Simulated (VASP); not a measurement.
Here is a VASP 6.6.1 calculation.

File INCAR:

```
SYSTEM = GaSb
PREC = Accurate
ENCUT = 520
EDIFF = 1E-6
ISMEAR = -1
SIGMA = 0.02
LREAL = .FALSE.
LASPH = .TRUE.
NELM = 80
ALGO = Normal
ISIF = 2
LWAVE = .FALSE.
LCHARG = .FALSE.
GGA = CA
NBANDS = 16
```

Contents of KPOINTS:

```
regular mesh
0
G
  6 6 6
  0 0 0
```

POSCAR

```
GaSb
1.0
    0.0000000000      3.0252249244      3.0252249244
    3.0252249244      0.0000000000      3.0252249244
    3.0252249244      3.0252249244      0.0000000000
Ga Sb
1 1
Direct
    0.0000000000      0.0000000000      0.0000000000
    0.2500000000      0.2500000000      0.2500000000
```

Potentials or basis: VASP PAW LDA potentials, release 64 (Ga_d, Sb).

Command:

```bash
$ cat potpaw_LDA.64/Ga_d/POTCAR potpaw_LDA.64/Sb/POTCAR > POTCAR
$ mpirun -np 1 vasp_std > vasp.out
```

Question: Predict the pressure.

Answer: 0.1 GPa.

Question: What does it give for the band gap on the k mesh?

Answer: 0.11 eV.

Caveat: spin-orbit coupling is left out, which moves the levels of the heavy elements.

**What was measured.**

A printed reference work, data compilation reports, for a bulk crystal of GaSb at 4.2 K: band gap 0.811 eV (direct).

Measured gap of GaSb: 0.811 eV (direct; 4.2 K; a printed reference work, data compilation). This calculation gives 0.11 eV (-0.70 eV). Spin-orbit coupling on Ga, Sb is left out. The value is that of LDA on a finite k mesh, which can miss the band edges, without temperature or zero-point motion. Semilocal functionals fall short of measured gaps as a rule.
